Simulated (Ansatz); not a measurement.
MgF$_{2}$, DFT, PBE, all-electron PAW with datasets made for the crystal, scalar-relativistic (Ansatz 0.2.0), run on 2 threads of Arm Neoverse V1 on a shared host.

The geometry is COD entry 9007534, unchecked; take it as a test cell. The listed cell was then made from it by scaling, straining or moving an atom.

Command: `ansatz run input.yaml --threads 2 --pin off --max-ram 6144MiB --backend cpu --events-out ev --progress --plain --runs-dir out`

```yaml
crystal:
  lattice:
    - [4.575087, 0.0, 0.0]
    - [0.0, 4.575087, 0.0]
    - [0.0, 0.0, 3.0159]
  atoms:
    - { symbol: Mg, position: [0.0, 0.0, 0.0] }
    - { symbol: Mg, position: [0.5, 0.5, 0.5] }
    - { symbol: F, position: [0.3028, 0.3028, 0.0] }
    - { symbol: F, position: [0.1972, 0.8028, 0.5] }
    - { symbol: F, position: [0.6972, 0.6972, 0.0] }
    - { symbol: F, position: [0.8028, 0.1972, 0.5] }
kpoints:
  mp_grid: { grid: [5, 5, 7] }
scf:
  occupations: { method: fermi_dirac, width: 0.02 }
hamiltonian:
  xc: pbe
  pseudopotentials: { kind: all_electron, datasets: crystal }
output:
  forces: true
  stress: true
  eigenvalues: true
  efg: { contact_densities: true }
```

(1) How large is the problem that the program sets up?

(2) About how long does it take, and how much memory does it use?

## Answers

(1) 24 irreducible k-points, 1161 plane waves at Γ, 30 bands.

(2) 7.1 s of wall time for 9 SCF iterations, with a peak of 0.6 GiB. Times on shared machines scatter by tens of per cent.
